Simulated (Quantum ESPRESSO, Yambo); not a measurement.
# KCl (Sylvite): a self-consistent loop beyond G0W0, cycle by cycle, part 2 of 2

Aim: iterate the self-energy on KCl (Sylvite) and follow the gap from cycle to cycle.

Quantum ESPRESSO 7.5 and Yambo 5.3.0; PBE and many-body steps on it, plane waves. Known limits of the many-body steps: not at the basis limit.

So far. Step 5 (evGW0, cycle 1): Against G0W0 in Yambo (4×4×4 mesh, 99 bands, screening to 122.5 eV, Godby-Needs plasmon pole), the gap moves by +0.213 eV. Step 6 (evGW0, cycle 2): Against the cycle before, the gap moves by +0.017 eV.

## 7. evGW0, cycle 3

Level of this step: evGW0 on PBE, plane waves, norm-conserving pseudopotentials (Yambo).

Input file gw5.in:

```
HF_and_locXC
gw0
dyson
ppa
em1d
rim_cut
RandQpts= 1000000
RandGvec= 1 RL
EXXRLvcs= 66 Ry
VXCRLvcs= 264 Ry
Chimod= "HARTREE"
% BndsRnXp
 1 | 99 |
%
NGsBlkXp= 9 Ry
% LongDrXp
 1 | 1 | 1 |
%
% GbndRnge
 1 | 99 |
%
DysSolver= "n"
ExtendOut
PPAPntXp= 27.21138 eV
% QPkrange
 1 | 8 | 3 | 12 |
%
GfnQPdb= "E < ./gw4_fix/ndb.QP"
```

Command:

```
$ OMP_NUM_THREADS=1 mpirun -n 4 yambo -F gw5.in -J gw5,gw1_W -C gw5 > gw5.log
```

What it wrote:

```text
 Yambo, version 5.3.0

 [02] CORE Variables Setup
 =========================

  [... cell, symmetries and grids as in the set-up ...]

  [02.05] Energies & Occupations
  ==============================

  [X] === General ===
  [X] Electronic Temperature                        :  0.000000  0.000000 [eV K]
  [X] Bosonic    Temperature                        :  0.000000  0.000000 [eV K]
  [X] Finite Temperature mode                       : no
  [X] El. density                                   :  0.25681E+24 [cm-3]
[...]
Sx RL components                                 :   3943

   QP @ state[ 1 ] K range                          :   1   8
   QP @ state[ 1 ] b range                          :   3  12
   GF energies kind                                 : Perdew, Burke & Ernzerhof(X)+Perdew, Burke & Ernzerhof(C)+ E < ./gw2/ndb.QP + @E Fit+ E < ./gw3_fix/
   GF WF`s kind                                     : Perdew, Burke & Ernzerhof(X)+Perdew, Burke & Ernzerhof(C)
   Xs energies kind                                 : Perdew, Burke & Ernzerhof(X)+Perdew, Burke & Ernzerhof(C)
   Xs WF`s kind                                     : Perdew, Burke & Ernzerhof(X)+Perdew, Burke & Ernzerhof(C)

 [13] Game Over & Game summary
```

Run time: 4.6 min. Hardware: 4 MPI ranks of Arm Neoverse V1, shared host; peak memory 1.6 GiB.

Numbers from this step:

```yaml
quasiparticle_gap_on_the_mesh: 8.228 eV
gap_of_the_density_functional_on_the_mesh: 5.190 eV
k_of_the_valence_top: 0, 0, 0
k_of_the_conduction_bottom: 0, 0, 0
least_direct_quasiparticle_gap_on_the_computed_points: 8.228 eV
```

Against the cycle before, the gap moves by +0.001 eV.

The program's own table gives 8.517 eV, which is too large where the input levels are shifted: this version takes Σc at the unshifted level E₀, yet steps from the shifted one. The value above is the Newton step from E₀, E₀ + Z(Σc + Σx − Vxc), rebuilt from the printed columns.

## 8. evGW, cycle 1

This step: evGW on PBE, plane waves, norm-conserving pseudopotentials.

gw6.in, as its differences from gw5.in of step 7:

```diff
@@ -27,2 +27,3 @@
 %
-GfnQPdb= "E < ./gw4_fix/ndb.QP"
+GfnQPdb= "E < ./gw2/ndb.QP"
+XfnQPdb= "E < ./gw2/ndb.QP"
```

Command:

```
$ OMP_NUM_THREADS=1 mpirun -n 4 yambo -F gw6.in -J gw6 -C gw6 > gw6.log
```

What it wrote:

```text
 Yambo, version 5.3.0

 [02] CORE Variables Setup
 =========================

  [... cell, symmetries and grids as in the set-up ...]

  [02.05] Energies & Occupations
  ==============================

  [X] === General ===
  [X] Electronic Temperature                        :  0.000000  0.000000 [eV K]
  [X] Bosonic    Temperature                        :  0.000000  0.000000 [eV K]
  [X] Finite Temperature mode                       : no
  [X] El. density                                   :  0.25681E+24 [cm-3]
[...]
Sx RL components                                 :   3943

   QP @ state[ 1 ] K range                          :   1   8
   QP @ state[ 1 ] b range                          :   3  12
   GF energies kind                                 : Perdew, Burke & Ernzerhof(X)+Perdew, Burke & Ernzerhof(C)+ E < ./gw2/ndb.QP + @E Fit
   GF WF`s kind                                     : Perdew, Burke & Ernzerhof(X)+Perdew, Burke & Ernzerhof(C)
   Xs energies kind                                 : Perdew, Burke & Ernzerhof(X)+Perdew, Burke & Ernzerhof(C)
   Xs WF`s kind                                     : Perdew, Burke & Ernzerhof(X)+Perdew, Burke & Ernzerhof(C)

 [15] Game Over & Game summary
```

Run time: 5.1 min. Hardware: 4 MPI ranks; peak memory 1.6 GiB.

Numbers from this step:

```yaml
quasiparticle_gap_on_the_mesh: 8.870 eV
gap_of_the_density_functional_on_the_mesh: 5.190 eV
k_of_the_valence_top: 0, 0, 0
k_of_the_conduction_bottom: 0, 0, 0
least_direct_quasiparticle_gap_on_the_computed_points: 8.870 eV
```

Against G0W0 in Yambo (4×4×4 mesh, 99 bands, screening to 122.5 eV, Godby-Needs plasmon pole), the gap moves by +0.874 eV.

The program's own table gives 9.085 eV, which is too large where the input levels are shifted: this version takes Σc at the unshifted level E₀, yet steps from the shifted one. The value above is the Newton step from E₀, E₀ + Z(Σc + Σx − Vxc), rebuilt from the printed columns.

## 9. evGW, cycle 2

gw7.in, as its differences from gw6.in of step 8:

```diff
@@ -27,3 +27,3 @@
 %
-GfnQPdb= "E < ./gw2/ndb.QP"
-XfnQPdb= "E < ./gw2/ndb.QP"
+GfnQPdb= "E < ./gw6_fix/ndb.QP"
+XfnQPdb= "E < ./gw6_fix/ndb.QP"
```

Command:

```
$ OMP_NUM_THREADS=1 mpirun -n 4 yambo -F gw7.in -J gw7 -C gw7 > gw7.log
```

What it wrote:

```text
 Yambo, version 5.3.0

 [02] CORE Variables Setup
 =========================

  [... cell, symmetries and grids as in the set-up ...]

  [02.05] Energies & Occupations
  ==============================

  [X] === General ===
  [X] Electronic Temperature                        :  0.000000  0.000000 [eV K]
  [X] Bosonic    Temperature                        :  0.000000  0.000000 [eV K]
  [X] Finite Temperature mode                       : no
  [X] El. density                                   :  0.25681E+24 [cm-3]
[...]
Sx RL components                                 :   3943

   QP @ state[ 1 ] K range                          :   1   8
   QP @ state[ 1 ] b range                          :   3  12
   GF energies kind                                 : Perdew, Burke & Ernzerhof(X)+Perdew, Burke & Ernzerhof(C)+ E < ./gw2/ndb.QP + @E Fit+ E < ./gw6_fix/
   GF WF`s kind                                     : Perdew, Burke & Ernzerhof(X)+Perdew, Burke & Ernzerhof(C)
   Xs energies kind                                 : Perdew, Burke & Ernzerhof(X)+Perdew, Burke & Ernzerhof(C)
   Xs WF`s kind                                     : Perdew, Burke & Ernzerhof(X)+Perdew, Burke & Ernzerhof(C)

 [15] Game Over & Game summary
```

The job ended after 5.1 min (4 MPI ranks; peak memory 1.6 GiB).

This step gave:

```
quasiparticle gap on the mesh                         : 9.072 eV
gap of the density functional on the mesh             : 5.190 eV
k of the valence top                                  : 0, 0, 0
k of the conduction bottom                            : 0, 0, 0
least direct quasiparticle gap on the computed points : 9.072 eV
```

Against the cycle before, the gap moves by +0.202 eV.

The program's own table gives 9.325 eV, which is too large where the input levels are shifted: this version takes Σc at the unshifted level E₀, yet steps from the shifted one. The value above is the Newton step from E₀, E₀ + Z(Σc + Σx − Vxc), rebuilt from the printed columns.

## 10. evGW, cycle 3

gw8.in, as its differences from gw7.in of step 9:

```diff
@@ -27,3 +27,3 @@
 %
-GfnQPdb= "E < ./gw6_fix/ndb.QP"
-XfnQPdb= "E < ./gw6_fix/ndb.QP"
+GfnQPdb= "E < ./gw7_fix/ndb.QP"
+XfnQPdb= "E < ./gw7_fix/ndb.QP"
```

Command:

```
$ OMP_NUM_THREADS=1 mpirun -n 4 yambo -F gw8.in -J gw8 -C gw8 > gw8.log
```

What it wrote:

```text
 Yambo, version 5.3.0

 [02] CORE Variables Setup
 =========================

  [... cell, symmetries and grids as in the set-up ...]

  [02.05] Energies & Occupations
  ==============================

  [X] === General ===
  [X] Electronic Temperature                        :  0.000000  0.000000 [eV K]
  [X] Bosonic    Temperature                        :  0.000000  0.000000 [eV K]
  [X] Finite Temperature mode                       : no
  [X] El. density                                   :  0.25681E+24 [cm-3]
[...]
Sx RL components                                 :   3943

   QP @ state[ 1 ] K range                          :   1   8
   QP @ state[ 1 ] b range                          :   3  12
   GF energies kind                                 : Perdew, Burke & Ernzerhof(X)+Perdew, Burke & Ernzerhof(C)+ E < ./gw2/ndb.QP + @E Fit+ E < ./gw6_fix/
   GF WF`s kind                                     : Perdew, Burke & Ernzerhof(X)+Perdew, Burke & Ernzerhof(C)
   Xs energies kind                                 : Perdew, Burke & Ernzerhof(X)+Perdew, Burke & Ernzerhof(C)
   Xs WF`s kind                                     : Perdew, Burke & Ernzerhof(X)+Perdew, Burke & Ernzerhof(C)

 [15] Game Over & Game summary
```

Run time: 5.1 min. Hardware: 4 MPI ranks; peak memory 1.6 GiB; 20 min of CPU time.

Numbers from this step:

| Item | Value |
| --- | --- |
| quasiparticle gap on the mesh | 9.114 eV |
| gap of the density functional on the mesh | 5.190 eV |
| k of the valence top | 0, 0, 0 |
| k of the conduction bottom | 0, 0, 0 |
| least direct quasiparticle gap on the computed points | 9.114 eV |

Against the cycle before, the gap moves by +0.041 eV.

The program's own table gives 9.374 eV, which is too large where the input levels are shifted: this version takes Σc at the unshifted level E₀, yet steps from the shifted one. The value above is the Newton step from E₀, E₀ + Z(Σc + Σx − Vxc), rebuilt from the printed columns.

## 11. evGW, cycle 4

gw9.in, as its differences from gw8.in of step 10:

```diff
@@ -27,3 +27,3 @@
 %
-GfnQPdb= "E < ./gw7_fix/ndb.QP"
-XfnQPdb= "E < ./gw7_fix/ndb.QP"
+GfnQPdb= "E < ./gw8_fix/ndb.QP"
+XfnQPdb= "E < ./gw8_fix/ndb.QP"
```

Command:

```
$ OMP_NUM_THREADS=1 mpirun -n 4 yambo -F gw9.in -J gw9 -C gw9 > gw9.log
```

What it wrote:

```text
 Yambo, version 5.3.0

 [02] CORE Variables Setup
 =========================

  [... cell, symmetries and grids as in the set-up ...]

  [02.05] Energies & Occupations
  ==============================

  [X] === General ===
  [X] Electronic Temperature                        :  0.000000  0.000000 [eV K]
  [X] Bosonic    Temperature                        :  0.000000  0.000000 [eV K]
  [X] Finite Temperature mode                       : no
  [X] El. density                                   :  0.25681E+24 [cm-3]
[...]
Sx RL components                                 :   3943

   QP @ state[ 1 ] K range                          :   1   8
   QP @ state[ 1 ] b range                          :   3  12
   GF energies kind                                 : Perdew, Burke & Ernzerhof(X)+Perdew, Burke & Ernzerhof(C)+ E < ./gw2/ndb.QP + @E Fit+ E < ./gw6_fix/
   GF WF`s kind                                     : Perdew, Burke & Ernzerhof(X)+Perdew, Burke & Ernzerhof(C)
   Xs energies kind                                 : Perdew, Burke & Ernzerhof(X)+Perdew, Burke & Ernzerhof(C)
   Xs WF`s kind                                     : Perdew, Burke & Ernzerhof(X)+Perdew, Burke & Ernzerhof(C)

 [15] Game Over & Game summary
```

The job ended after 5.1 min (4 MPI ranks; peak memory 1.6 GiB).

Numbers from this step:

| Item | Value |
| --- | --- |
| quasiparticle gap on the mesh | 9.122 eV |
| gap of the density functional on the mesh | 5.190 eV |
| k of the valence top | 0, 0, 0 |
| k of the conduction bottom | 0, 0, 0 |
| least direct quasiparticle gap on the computed points | 9.122 eV |

Against the cycle before, the gap moves by +0.008 eV.

The program's own table gives 9.384 eV, which is too large where the input levels are shifted: this version takes Σc at the unshifted level E₀, yet steps from the shifted one. The value above is the Newton step from E₀, E₀ + Z(Σc + Σx − Vxc), rebuilt from the printed columns.

## 12. The runs together

Times are wall times on 4 MPI ranks of Arm Neoverse V1, shared host, good to a factor of about two.

```tsv
run	mesh	bands	screening cutoff (eV)	DFT gap (eV)	gap on the mesh (eV)	direct (eV)	time
G0W0	4×4×4	99	122.5	5.190	7.996	7.996	41 s
evGW0, cycle 1	4×4×4	99	122.5	5.190	8.209	8.209	4.6 min
evGW0, cycle 2	4×4×4	99	122.5	5.190	8.227	8.227	4.6 min
evGW0, cycle 3	4×4×4	99	122.5	5.190	8.228	8.228	4.6 min
evGW, cycle 1	4×4×4	99	122.5	5.190	8.870	8.870	5.1 min
evGW, cycle 2	4×4×4	99	122.5	5.190	9.072	9.072	5.1 min
evGW, cycle 3	4×4×4	99	122.5	5.190	9.114	9.114	5.1 min
evGW, cycle 4	4×4×4	99	122.5	5.190	9.122	9.122	5.1 min
```

## 13. What came out

```json
{"G0W0": "7.996 eV", "evGW0, cycle 1": "8.209 eV", "evGW0, cycle 2": "8.227 eV", "evGW0, cycle 3": "8.228 eV", "evGW, cycle 1": "8.870 eV", "evGW, cycle 2": "9.072 eV", "evGW, cycle 3": "9.114 eV", "evGW, cycle 4": "9.122 eV", "known limits": "not at the basis limit"}
```

What this shows: evGW0 ends at 8.23 eV, +0.23 eV from G0W0, after 3 cycles that took 14 min beside the first screening; the last moved the gap by 0.001 eV. evGW ends at 9.12 eV, +1.13 eV from G0W0, after 4 cycles that took 20 min beside the first screening; the last moved the gap by 0.008 eV. Bands and cutoff are finite, so the gap is not at the basis limit. The miss can reach some tenths of an eV and take either sign; the mesh is an error of its own.

[Paths, hosts, dates, memory and timing lines, banners, echoed tables and standing remarks are left out of the program output.]

[Logs are printed without paths, hosts, clocks, repeated set-up lines and the standing remarks that a program may print on its own settings, such as how far it seeks lower states.]

[Runs of the session that timed out or met a known fault of the program may be left out.]

[Hosts, paths, dates, database ids (printed as entryN), source tags and the programs' standing remarks are cut or masked in the printed files.]
